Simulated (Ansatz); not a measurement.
A run of Ansatz 0.2.0 is set up as follows.

File input.yaml:

```yaml
crystal:
  lattice:
    - [-1.66395, 1.66395, 1.66395]
    - [1.66395, -1.66395, 1.66395]
    - [1.66395, 1.66395, -1.66395]
  atoms:
    - { symbol: Nb, position: [0.0, 0.0, 0.0] }
kpoints:
  mp_grid: { grid: [11, 11, 11] }
scf:
  occupations: { method: fermi_dirac, width: 0.05 }
hamiltonian:
  xc: rpbe
  dispersion: d4
  pseudopotentials: { kind: all_electron, lapw: { basis_error: 0.001 } }
output:
  forces: true
  stress: true
relax:
  f_tol: 0.02
  max_steps: 60
  cell: {}
```

Potentials or basis: all-electron LAPW, scalar-relativistic.

The run is started by

```console
$ ansatz run input.yaml --threads 1 --pin off --max-ram 3072MiB --backend cpu --events-out ev --progress --plain --runs-dir out
```

(1) Predict the relaxed cell.

(2) Estimate the relaxed volume.

(3) What does it give for the space group after relaxing (to 0.05 Å)?

Answers

(1) a = 2.859 Å, b = 2.859 Å, c = 2.859 Å, α = 109.47°, β = 109.47°, γ = 109.47°.

(2) 17.98 Å³/atom.

(3) Im-3m (No. 229).
